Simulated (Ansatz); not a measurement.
**Strain and the gap of NaCl (zincblende)**

Zincblende NaCl, relaxed with r2SCAN in Ansatz 0.2.0. It is cubic, F-43m (No. 216); conventional cell a = 6.175 Å, 29.43 Å³ an atom. Na has 4 Cl at 2.67 Å; Cl has 4 Na at 2.67 Å.

The axes x, y and z are those of this cell:
```
CELL_PARAMETERS angstrom
0.00000 3.08727 3.08727
3.08727 0.00000 3.08727
3.08727 3.08727 0.00000
ATOMIC_POSITIONS crystal
Na 0.00000 0.00000 0.00000
Cl 0.25000 0.25000 0.25000
```

Unstrained: PBE gives a direct gap of 4.942 eV at Γ. The r2SCAN gap is direct at Γ: 5.552 eV. HSE06 gives a direct gap of 6.246 eV at Γ. Meshes: PBE 8×8×8, r2SCAN 8×8×8, HSE06 6×6×6. Strains are changes of length per length, and xy shears are angles. After each strain the atoms were relaxed again with r2SCAN within the symmetry that the strain leaves, so tilts or polar shifts that break it weren't tested; points keep the names that they have in the unstrained zone. Note: simulated data, non-magnetic, for a generated structure that need not be the stable one.

Changes of the least gap in eV (an overlap counts as a negative gap):

| strain | volume change (%) | space group | PBE | r2SCAN | HSE06 | energy rise, r2SCAN (meV/atom) |
| --- | --- | --- | --- | --- | --- | --- |
| uniaxial +5.8 % along z | +5.8 | I-4m2 | -0.163 | -0.158 | -0.172 | 5.9 |
| xy shear, engineering strain (angle) +4.62 % | -0.1 | Imm2 | -0.069 | -0.071 | -0.071 | 1.1 |
| epitaxial +4.02 % in the xy plane, free normal strain -8.27 % | -0.7 | I-4m2 | -0.075 | -0.071 | -0.074 | 0.7 |

Uniaxial +5.8 % along z, other directions held. HSE06: the gap goes from 6.246 to 6.074 eV (-0.172 eV); with r2SCAN the top three valence levels at Γ, degenerate before, become 2+1 from the top over 62 meV. Stress change with r2SCAN, compression positive: xx -0.87, yy -0.87, zz -1.12 GPa.

Xy shear, engineering strain (angle) +4.62 %. HSE06: the gap goes from 6.246 to 6.175 eV (-0.071 eV); with r2SCAN the top three valence levels at Γ, degenerate before, become 1+1+1 from the top over 119 meV. Stress change with r2SCAN, compression positive: xx -0.01, yy -0.01, zz -0.04, xy -0.26 GPa.

Epitaxial +4.02 % in the xy plane, free normal strain -8.27 %. HSE06: the gap goes from 6.246 to 6.172 eV (-0.074 eV); with r2SCAN the top three valence levels at Γ, degenerate before, become 1+2 from the top over 89 meV. Stress change with r2SCAN, compression positive: xx -0.04, yy -0.04, zz -0.01 GPa.

The meshes of the hybrids are coarse, so their gaps aren't converged to the digits shown.

The splittings at Γ are without spin-orbit coupling, which regroups them where it is of like size or larger.
